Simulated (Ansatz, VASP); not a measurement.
## One calculation of C, two programs

File INCAR:

```
SYSTEM = C
ALGO     = Fast           ! electronic algorithm
EDIFF    = 1E-6           ! SCF threshold, eV
ENCUT    = 520            ! plane-wave cutoff, eV
GGA      = PS             ! functional
ISIF     = 2              ! what is computed and relaxed
ISMEAR   = 0              ! smearing method
LASPH    = .TRUE.         ! aspherical terms in the spheres
LCHARG   = .FALSE.        ! write CHGCAR
LREAL    = .FALSE.        ! projectors in reciprocal space
LWAVE    = .FALSE.        ! write WAVECAR
NBANDS   = 11             ! bands
NELM     = 100            ! most SCF steps
PREC     = Accurate       ! precision mode
SIGMA    = 0.05           ! smearing width, eV
```

The input KPOINTS:

```
k-points
0
G
  12 12 12
  0 0 0
```

The input POSCAR:

```
C
1.0
    0.0000000000      1.9946084005      1.4101881391
    1.9946084005      0.0000000000      1.4101881391
    1.9946084005      1.9946084005      0.0000000000
C
2
Direct
    0.5000000000      0.5000000000      0.5000000000
    0.7500000000      0.7500000000      0.7500000000
```

Input for Ansatz:

```yaml
crystal:
  lattice:
    - [0.0, 1.9946084005, 1.4101881391]
    - [1.9946084005, 0.0, 1.4101881391]
    - [1.9946084005, 1.9946084005, 0.0]
  atoms:
    - { symbol: C, position: [0.5, 0.5, 0.5] }
    - { symbol: C, position: [0.75, 0.75, 0.75] }
basis:
  ecutwfc: 420
kpoints:
  mp_grid: { grid: [12, 12, 12] }
hamiltonian:
  xc: pbesol
scf:
  occupations: { method: gaussian, width: 0.05 }
output:
  forces: true
  stress: true
  eigenvalues: true
```

Alike in both runs: task single point; functional PBEsol; k mesh 12 × 12 × 12; occupations gaussian, width 0.05 eV; no spin polarisation.

```csv
,VASP,Ansatz
version,VASP 6.6.1,Ansatz 0.2.0
potentials or method,"VASP PAW PBE potentials, release 64 (C)","scalar-relativistic, plane waves, PAW"
plane-wave cutoff (eV),520,420
valence electrons in the cell,8,8
```

Ansatz gave:

- gap on the k mesh at the Fermi level (eV): none
- pressure (GPa): -0.4
- largest component of the traceless stress (GPa): 121.77

Problem. What did VASP give for the same quantities?

Solution. gap on the k mesh at the Fermi level (eV): none; pressure (GPa): 0.6; largest component of the traceless stress (GPa): 121.55.

A gap of «none» marks a metal or a gap that the smearing closes.

Caveats: the PAW data sets were made with another functional, which shifts forces and pressure a little (VASP).
